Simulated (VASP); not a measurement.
# VASP 6.6.1 run: Mg₂Ge

INCAR

```
LWAVE = .FALSE.
LCHARG = .FALSE.
EDIFF = 1E-7
ISMEAR = -1
IBRION = -1
NBANDS = 16
GGA = PE
LASPH = .TRUE.
ENCUT = 520
PREC = Accurate
NSW = 0
NELM = 74
LREAL = .FALSE.
SIGMA = 0.02
ISIF = 2
```

KPOINTS

```
KPOINTS created by Atomic Simulation Environment
0
Gamma
8 8 8
0 0 0
```

POSCAR

```
Ge Mg
 1.0000000000000000
     3.1831010000000002   -0.0000000000000000    3.1831010000000002
     0.0000000000000000    3.1831010000000002    3.1831010000000002
     3.1831010000000002    3.1831010000000002   -0.0000000000000000
 Ge  Mg
   1   2
Cartesian
 -0.0000000000000000  0.0000000000000000  0.0000000000000000
  1.5915505000000001  1.5915505000000001  1.5915505000000001
  4.7746515000000000  4.7746515000000000  4.7746515000000000
```

The recommended PBE PAW datasets give the neutral cell 18 valence electrons.

Command

```
mpirun -np 1 vasp_std
```

Standard output (part)

```
|     EEEEEEE  RRRRRR   RRRRRR   OOOOOOO  RRRRRR      ###     ###     ###     |
|     E        R     R  R     R  O     O  R     R     ###     ###     ###     |
|     E        R     R  R     R  O     O  R     R     ###     ###     ###     |
|     EEEEE    RRRRRR   RRRRRR   O     O  RRRRRR       #       #       #      |
|     E        R    R   R    R   O     O  R    R      ###     ###     ###     |
|     EEEEEEE  R     R  R     R  OOOOOOO  R     R     ###     ###     ###     |
|     ERROR: the triple product of the basis vectors is negative exchange     |
|     two basis vectors                                                       |
|       ---->  I REFUSE TO CONTINUE WITH THIS SICK JOB ... BYE!!! <----       |
```

VASP stopped before the first electronic step.

What is wrong with this input?

Left-handed cell vectors. VASP stopped before the first electronic step.
